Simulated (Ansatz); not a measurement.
# Li2O: the cost of one run

Program: Ansatz 0.2.0. Level of theory: DFT PBE, plane waves, PAW, scalar-relativistic, no spin polarisation. These are calculated values, not measurements.

## (1) Starting point

The cell holds 24 atoms (Li16O8): a = 6.590 Å, b = 6.590 Å, c = 6.590 Å, α = 60.00°, β = 60.00°, γ = 60.00°.

Its coordinates follow in the input file.

## (2) Run 1

200 steps of 1 fs under a Langevin thermostat at 900 K.

File input.yaml:

```yaml
crystal:
  lattice:
    - [0.0, 4.66014, 4.66014]
    - [4.66014, 0.0, 4.66014]
    - [4.66014, 4.66014, 0.0]
  atoms:
    - { symbol: Li, position: [0.125, 0.125, 0.125] }
    - { symbol: Li, position: [0.375, 0.375, 0.375] }
    - { symbol: O, position: [0.25, 0.25, 0.25] }
    - { symbol: Li, position: [0.125, 0.125, 0.625] }
    - { symbol: Li, position: [0.375, 0.375, 0.875] }
    - { symbol: O, position: [0.25, 0.25, 0.75] }
    - { symbol: Li, position: [0.125, 0.625, 0.125] }
    - { symbol: Li, position: [0.375, 0.875, 0.375] }
    - { symbol: O, position: [0.25, 0.75, 0.25] }
    - { symbol: Li, position: [0.125, 0.625, 0.625] }
    - { symbol: Li, position: [0.375, 0.875, 0.875] }
    - { symbol: O, position: [0.25, 0.75, 0.75] }
    - { symbol: Li, position: [0.625, 0.125, 0.125] }
    - { symbol: Li, position: [0.875, 0.375, 0.375] }
    - { symbol: O, position: [0.75, 0.25, 0.25] }
    - { symbol: Li, position: [0.625, 0.125, 0.625] }
    - { symbol: Li, position: [0.875, 0.375, 0.875] }
    - { symbol: O, position: [0.75, 0.25, 0.75] }
    - { symbol: Li, position: [0.625, 0.625, 0.125] }
    - { symbol: Li, position: [0.875, 0.875, 0.375] }
    - { symbol: O, position: [0.75, 0.75, 0.25] }
    - { symbol: Li, position: [0.625, 0.625, 0.625] }
    - { symbol: Li, position: [0.875, 0.875, 0.875] }
    - { symbol: O, position: [0.75, 0.75, 0.75] }
basis:
  ecutwfc: 200.0
kpoints:
  mp_grid: { grid: [2, 2, 2] }
hamiltonian:
  xc: pbe
scf:
  occupations: { method: fermi_dirac, width: 0.05 }
  lower_state_search: "off"
  max_iter: 52
md:
  timestep: 1
  n_steps: 200
  ensemble: nvt_langevin
  temperature: 900.0
  initial_velocities: maxwell_boltzmann
  seed: 439609
  friction: 0.005
```

Started as:

```bash
ansatz run input.yaml --threads 1 --pin off --max-ram 3072MiB --backend cpu --events-out ev --progress --plain --runs-dir out
```

**Question.** How long does this run take on 1 thread of Arm Neoverse V1, shared host, and how much memory does it need?

About 5.8 min, with a peak of 0.36 GiB.
